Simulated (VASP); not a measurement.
**AlN (strained measured structure), PBE single-point calculation: Ansatz's output and VASP's**

```cif
data_structure
_symmetry_space_group_name_H-M 'P 1'
_symmetry_Int_Tables_number 1
_cell_length_a 3.1067
_cell_length_b 2.9845
_cell_length_c 4.9786
_cell_angle_alpha 90.000
_cell_angle_beta 90.000
_cell_angle_gamma 121.364
_cell_volume 39.42
loop_
_atom_site_label
_atom_site_type_symbol
_atom_site_fract_x
_atom_site_fract_y
_atom_site_fract_z
_atom_site_occupancy
Al1 Al 0.33141 0.66282 0.00158 1
Al2 Al 0.66859 0.33718 0.50158 1
N1 N 0.32740 0.65480 0.37842 1
N2 N 0.67260 0.34520 0.87842 1
```

Ansatz printed

```
SCF 1 converged in 6 iterations: F = -1848.280674 eV  dr2 = 3.73e-12
  greatest PAW one-centre occupation: 0.792 electrons in one spin orbital (limit 2), on the N atom at site 3 (counted from 0), in its partial waves of l = 0
NSCF: frozen V_eff on 6 k-points
SCF converged after 6 iterations
Free energy (F): -1848.280674 eV
Harris-Foulkes:  -1848.280674 eV  (|F-HF|=2.27e-13)
Internal energy: -1848.280674 eV  (E = F + TS)
E sigma→0 (E₀):  -1848.280674 eV
Fermi energy:    10.132184 eV
--- Per-component energies (eV) ---
  E_band       = 38.845288
  E_kinetic    = 324.214309
  E_local      = -436.783051  (includes V_loc(G=0)·N_el)
  E_nonlocal   = 112.063533
  E_hartree    = 152.336649
  E_xc         = -205.229933
  E_vxc        = -217.934018  (∫ρ·V_xc dr)
  E_paw        = -1191.168032  (= ΣΔE_a)
  E_vpaw       = -47.388998  (= ΣTr[D̂ρ^β])
  E_aug_tail   = 0.000198  (compensation charges beyond the density's cutoff)
  E_ewald      = -603.714348
  E_smearing   = -0.000000  (= −TS)
  E_closure    = 0.000000  (closes the sum)
  Σ components = -1848.280674   (vs F -1848.280674, Δ=0.00e0)
--- Forces (eV/Å), atoms counted from 1 ---
  atom   1  Al    -0.00000000    -0.02142081     0.01484188
  atom   2  Al     0.00000000     0.02142081     0.01484188
  atom   3  N     -0.00000000    -0.03075437    -0.01487026
  atom   4  N      0.00000000     0.03075437    -0.01487026
  max |Σ_I F_I| component: 5.68e-5 eV/Å
--- Stress (GPa, compression-positive) ---
       14.473710       0.000000       0.000000
        0.000000      27.049029      -0.000000
        0.000000      -0.000000      10.850838
  P = ⅓ Tr σ = 17.4579 GPa (174.579 kbar)
--- Band table (eV; the first three rows and the last of 172) ---
  k-point 0: bands = ["-7.7360", "-5.5330", "1.4331", "6.8145", "7.3098", "7.4714", "7.6034", "7.8313", "12.4258", "15.1247", "18.6404", "19.0465", "20.4443"]
  k-point 1: bands = ["-7.6278", "-5.7485", "1.8194", "6.8560", "7.0002", "7.3440", "7.4246", "7.7950", "12.9208", "15.1784", "18.4716", "19.0395", "20.1963"]
  k-point 2: bands = ["-7.3139", "-6.2579", "2.8300", "5.6818", "6.9706", "7.2985", "7.4364", "7.6971", "13.9089", "15.1926", "18.2044", "19.1392", "19.1425"]
  k-point 171: bands = ["-5.2816", "-5.2816", "2.7193", "2.7193", "4.7864", "4.7864", "6.6738", "6.6738", "14.6258", "14.6258", "17.0495", "17.0495", "20.2648"]
```

Datasets and cutoffs are each program's own. VASP's cell holds 16 valence electrons and Ansatz's 16. Ansatz's stress includes a Pulay correction; VASP's doesn't.

Q: What does VASP give for the same cell and level of theory?

A: gap between bands v and c 4.61 eV; least direct gap 4.61 eV; pressure 17.2 GPa; largest force 0.04 eV/Å.

From OUTCAR

```
k-points           NKPTS =    172   k-points in BZ     NKDIM =    172   number of bands    NBANDS=     16

   NELECT =      16.0000    total number of electrons

   dimension x,y,z NGX =    24 NGY =   24 NGZ =   40
   dimension x,y,z NGXF=    48 NGYF=   48 NGZF=   80

  energy-cutoff  :      520.00
  volume of cell :       39.42
      direct lattice vectors                 reciprocal lattice vectors
     3.106694502 -0.000000000  0.000000000     0.321885528  0.196200059  0.000000000
    -1.553347251  2.548419209  0.000000000     0.000000000  0.392400119  0.000000000
     0.000000000  0.000000000  4.978588551     0.000000000  0.000000000  0.200860141

 k-points in reciprocal lattice and weights: KPOINTS created by Atomic Simulation Env
   0.00000000  0.00000000  0.00000000       0.001
   0.08333333  0.00000000  0.00000000       0.005
   0.16666667  0.00000000  0.00000000       0.005
   0.25000000 -0.00000000  0.00000000       0.005
   0.33333333 -0.00000000  0.00000000       0.005
   0.41666667 -0.00000000  0.00000000       0.005
   0.50000000 -0.00000000  0.00000000       0.002
  -0.00000000  0.08333333  0.00000000       0.002
   ...

 E-fermi :   7.1852

 k-point     1 :       0.0000    0.0000    0.0000
  band No.  band energies     occupation
      1      -8.8111      2.00000
      2      -6.6025      2.00000
      3       0.3616      2.00000
      4       5.7516      2.00000
      5       6.2485      2.00000
      6       6.4114      2.00000
      7       6.5433      2.00000
      8       6.7725      2.00000
      9      11.3797      0.00000
     10      14.0634      0.00000
     11      17.5852      0.00000
     12      17.9848      0.00000
     13      19.3789      0.00000
     14      19.7889      0.00000
     15      20.2715      0.00000
     16      21.0533      0.00000

 k-point     2 :       0.0833    0.0000    0.0000
  band No.  band energies     occupation
      1      -8.7167      2.00000
      2      -6.5456      2.00000
      3       0.4723      2.00000
      4       5.3852      2.00000
      5       5.9570      2.00000
      6       6.1686      2.00000
      7       6.5098      2.00000
      8       6.6940      2.00000
      9      11.7804      0.00000
     10      14.4565      0.00000
     11      17.1878      0.00000
     12      17.5744      0.00000
     13      19.3591      0.00000
     14      19.8809      0.00000
     15      20.1626      0.00000
     16      20.5786      0.00000

 k-point     3 :       0.1667    0.0000    0.0000
  band No.  band energies     occupation
      1      -8.4412      2.00000
      2      -6.3888      2.00000
      3       0.7987      2.00000
      4       4.3545      2.00000
      5       5.1620      2.00000
      6       5.7709      2.00000
      7       6.3889      2.00000
      8       6.6102      2.00000
      9      12.6117      0.00000
     10      15.2273      0.00000
     11      16.0570      0.00000
     12      16.8464      0.00000
     13      19.2938      0.00000
     14      19.6119      0.00000
     15      20.1644      0.00000
     16      20.3453      0.00000

 k-point     4 :       0.2500   -0.0000    0.0000
  band No.  band energies     occupation
      1      -8.0106      2.00000
      2      -6.1774      2.00000
      3       1.3224      2.00000
      4       3.1179      2.00000
      5       4.1446      2.00000
      6       5.4458      2.00000
      7       6.1347      2.00000
      8       6.4887      2.00000
      9      13.3267      0.00000
     10      14.6540      0.00000
     11      15.2673      0.00000
     12      17.2421      0.00000
     13      18.6576      0.00000
     14      19.2656      0.00000
     15      19.5269      0.00000
     16      21.1897      0.00000

 k-point     5 :       0.3333   -0.0000    0.0000
  band No.  band energies     occupation
      1      -7.4792      2.00000
      2      -5.9940      2.00000
      3       1.9908      2.00000
      4       2.0286      2.00000
      5       3.2011      2.00000
      6       5.1779      2.00000
      7       5.6997      2.00000
      8       6.3573      2.00000
      9      13.4009      0.00000
     10      13.5651      0.00000
     11      15.2567      0.00000
     12      17.5281      0.00000
     13      18.7991      0.00000
     14      18.9198      0.00000
     15      19.2109      0.00000
     16      22.1663      0.00000

 k-point     6 :       0.4167   -0.0000    0.0000
  band No.  band energies     occupation
      1      -6.9553      2.00000
      2      -5.9381      2.00000
      3       1.2677      2.00000
      4       2.5080      2.00000
      5       2.7502      2.00000
      6       4.9895      2.00000
      7       5.1282      2.00000
      8       6.2588      2.00000
      9      12.7836      0.00000
     10      13.2248      0.00000
     11      15.5218      0.00000
     12      17.2877      0.00000
     13      18.5840      0.00000
     14      19.2198      0.00000
     15      19.5068      0.00000
     16      22.4454      0.00000

 ...

  Total        3.4937387      6.6183816      2.6103941      0.0000000      0.0000000      0.0000000
  in kB      142.0120976    269.0213383    106.1062593      0.0000000      0.0000000      0.0000000
  external PRESSURE =     172.3798984 kB  Pullay stress =       0.0000000 kB

 POSITION                                       TOTAL-FORCE (eV/Angst)
 -----------------------------------------------------------------------------------
      0.00000      1.68915      0.00786        -0.000000     -0.022420      0.016357
      1.55335      0.85927      2.49716         0.000000      0.022420      0.016357
      0.00000      1.66872      1.88400        -0.000000     -0.032051     -0.016357
      1.55335      0.87970      4.37329         0.000000      0.032051     -0.016357
 -----------------------------------------------------------------------------------
    total drift:                                0.000000     -0.000000     -0.000624

  FREE ENERGIE OF THE ION-ELECTRON SYSTEM (eV)
  ---------------------------------------------------
  free  energy   TOTEN  =       -29.5564126161 eV

  energy  without entropy=      -29.5564126161  energy(sigma->0) =      -29.55641262
```
